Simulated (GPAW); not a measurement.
Runs of GPAW 26.7.0 on Ag. The structure is hexagonal, space group P6_3/mmc (No. 194). Conventional cell: a = 2.930 Å, b = 2.930 Å, c = 4.790 Å, α = 90.00°, β = 90.00°, γ = 120.00°. Ag (site symmetry -6m2) has 12 Ag at 2.93 Å as nearest neighbours. This isn't the form of Ag at room conditions, which is fcc.

| level | cell | target pressure | gap on the mesh (eV) | pressure (GPa) | relaxed volume (Å³/atom) |
| --- | --- | --- | --- | --- | --- |
| PBEsol | relaxed to 20 GPa | 20 GPa | none | 20.1 | - |
| PBEsol+D3(BJ)+ATM | relaxed | - | none | 0.1 | (a) |
| PBEsol | relaxed | - | none | 0.0 | 16.77 |
| PBEsol | relaxed to 30 GPa | 30 GPa | none | 30.2 | - |
| PBEsol | relaxed to 2 GPa | 2 GPa | none | 2.1 | - |

Alike in all rows: task relaxation of cell and atoms; potentials or basis PAW data sets generated in the run's folder for this functional, pw; no spin polarisation; k mesh 8 × 8 × 4; cutoff (eV) 600; smearing fermi-dirac 0.05 eV.

Task: Estimate the missing entries.

Result: (a) 16.19.

Caveats: later steps reuse the first step's grids; the volume moved by over 15 % at a fixed basis, so the end points are rough (some runs); pairwise dispersion overbinds metals, which lowers pressure and volume (some runs).

A k mesh can miss the band edges, and the runs leave out spin-orbit coupling on Ag.

A gap of «none» marks a metal or a gap under the smearing width.
